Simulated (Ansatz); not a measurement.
## A trial form of BP

Theory: DFT PBE, scalar-relativistic, plane waves, PAW (Ansatz 0.2.0). Cutoff 420 eV, Gaussian smearing, Γ-centred meshes. Cell and atoms relax first on a coarse mesh and then on a finer one. In between, the cell is made exact in the group found at 0.06 Å. In metals the finer mesh still leaves noise of several meV/atom or more. The steps can't lower the symmetry of their start. No spin polarisation.

Recipe of this trial structure of BP: 4-connected net, two elements alternating (Ibam, No. 72). Its size is a rough estimate.

```yaml
crystal:
  lattice:
    - [-3.23618, 3.76582, 2.63730]
    - [3.23618, -3.76582, 2.63730]
    - [3.23618, 3.76582, -2.63730]
  atoms:
    - { symbol: B, position: [0.34491, 0.39600, 0.74091] }
    - { symbol: B, position: [0.15509, 0.89600, 0.05110] }
    - { symbol: B, position: [0.84491, 0.10400, 0.94890] }
    - { symbol: B, position: [0.65509, 0.60400, 0.25909] }
    - { symbol: B, position: [0.75000, 0.25000, 0.50000] }
    - { symbol: B, position: [0.25000, 0.75000, 0.50000] }
    - { symbol: P, position: [0.34491, 0.10400, 0.44890] }
    - { symbol: P, position: [0.15509, 0.60400, 0.75909] }
    - { symbol: P, position: [0.25000, 0.25000, 0.00000] }
    - { symbol: P, position: [0.75000, 0.75000, 0.00000] }
    - { symbol: P, position: [0.84491, 0.39600, 0.24091] }
    - { symbol: P, position: [0.65509, 0.89600, 0.55110] }
```

Energies over the elements count from the elements' standard structures at the same level, with no fitted energy shifts. The references include black phosphorus.

Q: What does it relax into?

A: The symmetry stays Ibam (No. 72). The volume per atom grows by 15.3 %, from 10.7 to 12.4 Å³. The shortest distance goes from 1.89 Å (B–P) to 1.97 Å (B–P). The energy falls by about 0.19 eV/atom (the start's value is from the coarse mesh). Conventional cell: a = 6.823 Å, b = 7.489 Å, c = 5.802 Å. B on a site of symmetry m has 4 P at 1.98–2.05 Å; around B on a site of symmetry 222 lie 4 P at 1.97 Å; P on a site of symmetry m has 4 B at 1.97–2.05 Å; P on a site of symmetry 222 is surrounded by 4 B at 1.98 Å.

```
CELL_PARAMETERS angstrom
-3.41138 3.74456 2.90122
3.41138 -3.74456 2.90122
3.41138 3.74456 -2.90122
ATOMIC_POSITIONS crystal
B 0.34783 0.39633 0.74416
B 0.15217 0.89633 0.04850
B 0.84783 0.10367 0.95150
B 0.65217 0.60367 0.25584
B 0.75000 0.25000 0.50000
B 0.25000 0.75000 0.50000
P 0.34957 0.10495 0.45452
P 0.15043 0.60495 0.75538
P 0.25000 0.25000 0.00000
P 0.75000 0.75000 0.00000
P 0.84957 0.39505 0.24462
P 0.65043 0.89505 0.54548
```

Q: How does it come out in energy, and is it a metal?

A:

* Formation energy: +0.03 eV/atom
* Gap on the 8×8×8 mesh of the 12-atom cell: 0 eV (a metal)

The formation energy is too near zero to say whether this cell lies below the elements.

The last run used Gaussian smearing of 0.10 eV. For metals, differences of a few meV/atom aren't resolved. The reference form of P is held partly by dispersion forces, which this level lacks. Symmetry constrained the relaxation, so the result can be a saddle point. In all, the 3 runs took 3.4 min on 1 thread of Arm Neoverse V1, with other jobs on the host.
